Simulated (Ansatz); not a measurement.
input.yaml (Ansatz)

```yaml
crystal:
  lattice:
    - [-1.6482197047, 1.6973406184, 2.5249789927]
    - [1.6973406184, -1.6482197047, 2.5249789927]
    - [1.6043570008, 1.6043570008, -2.4927016059]
  atoms:
    - { symbol: In, position: [0.0, 0.0, 0.0] }
hamiltonian:
  xc: pbe
  pseudopotentials:
    kind: paw
    azcp:
      In: "pseudopotentials/In.paw.azcp"
basis:
  ecutwfc: 420
  fft_grid_basis: typed
kpoints:
  mp_grid: { grid: [4, 4, 5], shift: [0, 0, 0] }
magnetization:
  spin_polarized: false
scf:
  occupations: { method: fermi_dirac, width: 0.1 }
  lower_state_search: "off"
output:
  stress: true
```

Output

```
Engine: ansatz 0.2.0, x86_64-unknown-linux-gnu
Pseudopotentials: kind: paw
Pseudopotential: In, paw, valence charge 13, recommended cutoff 420 eV (normal) 
Functional definition: PBE
  parameter kappa = 0.804
  parameter beta = 0.06672455060314922
  exchange = pbe_x(kappa = kappa, mu = beta*pi^2/3)
  correlation = pbe_c(beta = beta)
Crystal: 1 atoms, lattice volume = 27.515 Å³
Basis set: ecut = 420 eV, 545 PW (Γ)
Bands: 11, of which v1, the nominal top of the filled ones, is band 7 counted from 1 (6 counted from 0)
Symmetry: 4 space group operations
Space group: C2/m (ITA 12), of the structure as read, at distance tolerance 3.0e-5 Å
k-points: 27 of 80
Non-local potential: In, projectors of the file, l = 0: 2, l = 1: 2, l = 2: 2, l = 3: 2
PAW form: soft (Blöchl's): semilocal exchange-correlation on the pseudo side does not see the compensation charge
PAW one-centre angular grid: In, 590 points (default); XC on 64 Gauss nodes
Initial density: superposition of atomic densities (neutral atoms: chi_scale 0, normalization atom), corrected by the library's trained network
Initial wavefunctions: pseudopotential atomic-orbital guess
Functional: x = pbe(κ = 0.804, μ = 0.2195149727645171), c = pbe(β = 0.06672455060314922)
SCF iter   1: F=—  HF=-5597.788344 eV  |F-HF|=—  |Δ(HF+E_count)|=         —  Δρ=1.86e-3  dr2=7.20e-4  ethr=1.77e-3  ⟨swp⟩=4.9  Hψ=1749  notcnv=0
SCF iter   2: F=—  HF=-5597.787828 eV  |F-HF|=—  |Δ(HF+E_count)|=   5.17e-4  Δρ=8.58e-4  dr2=1.53e-4  ethr=5.54e-6  ⟨swp⟩=2.1  Hψ=663  notcnv=0
SCF iter   3: F=—  HF=-5597.787845 eV  |F-HF|=—  |Δ(HF+E_count)|=   1.77e-5  Δρ=2.36e-4  dr2=1.00e-5  ethr=1.18e-6  ⟨swp⟩=2.2  Hψ=471  notcnv=0
SCF iter   4: F=—  HF=-5597.787841 eV  |F-HF|=—  |Δ(HF+E_count)|=   4.21e-6  Δρ=4.51e-5  dr2=2.81e-7  ethr=7.73e-8  ⟨swp⟩=2.0  Hψ=436  notcnv=0
iter 5 did not close the SCF: its close was put off for the readings that it lacked (scf_convergence_deferred on its scf_iter line)
SCF iter   5: F=-5597.787841 eV  HF=-5597.787841 eV  |F-HF|=4.86e-9  |Δ(HF+E_count)|=   1.31e-7  Δρ=7.49e-6  dr2=7.56e-9  ethr=2.16e-9  ⟨swp⟩=2.1  Hψ=449  notcnv=0
SCF iter   6: F=-5597.787841 eV  HF=-5597.787841 eV  |F-HF|=3.46e-11  |Δ(HF+E_count)|=   1.48e-9  Δρ=6.56e-7  dr2=6.25e-11  ethr=5.81e-11  ⟨swp⟩=2.0  Hψ=913  notcnv=0
SCF 1 converged in 6 iterations: F = -5597.787841 eV  dr2 = 6.25e-11
SCF converged after 6 iterations
Free energy (F): -5597.787841 eV
Harris-Foulkes:  -5597.787841 eV  (|F-HF|=3.46e-11)
Internal energy: -5597.774072 eV  (E = F + TS)
E sigma→0 (E₀):  -5597.780957 eV
Entropy (-TS):   -0.013768 eV (-13.768 meV/atom)
Fermi energy:    9.576208 eV
--- Per-component energies (eV) ---
  E_band       = -31.749673
  E_kinetic    = 240.913003
  E_local      = -1105.921500  (includes V_loc(G=0)·N_el)
  E_nonlocal   = 366.083886
  E_hartree    = 432.910452
  E_xc         = -215.714060
  E_vxc        = -99.598777  (∫ρ·V_xc dr)
  E_paw        = -4152.194783  (= ΣΔE_a)
  E_vpaw       = -299.047001  (= ΣTr[D̂ρ^β])
  E_aug_tail   = 0.000026  (compensation charges beyond the density's cutoff)
  E_ewald      = -1163.851097
  E_smearing   = -0.013768  (= −TS)
  E_closure    = -0.000000  (closes the sum)
  Σ components = -5597.787841   (vs F -5597.787841, Δ=0.00e0)
--- Stress (GPa, compression-positive) ---
       -0.417956      -1.783442       1.899701
       -1.783442      -0.417956       1.899701
        1.899701       1.899701       0.362821
  P = ⅓ Tr σ = -0.1577 GPa (-1.577 kbar)
```

Launched by

```sh
ansatz run input.yaml --threads 1 --pin off --max-ram 3584MiB --backend cpu --events-out ev --progress --plain --runs-dir out
```

On 1 thread of Intel(R) Xeon(R) Platinum 8259CL CPU @ 2.50GHz (Skylake/Cascade Lake) (shared host) this took about 0.79 s of wall time and 0.78 s of CPU time.
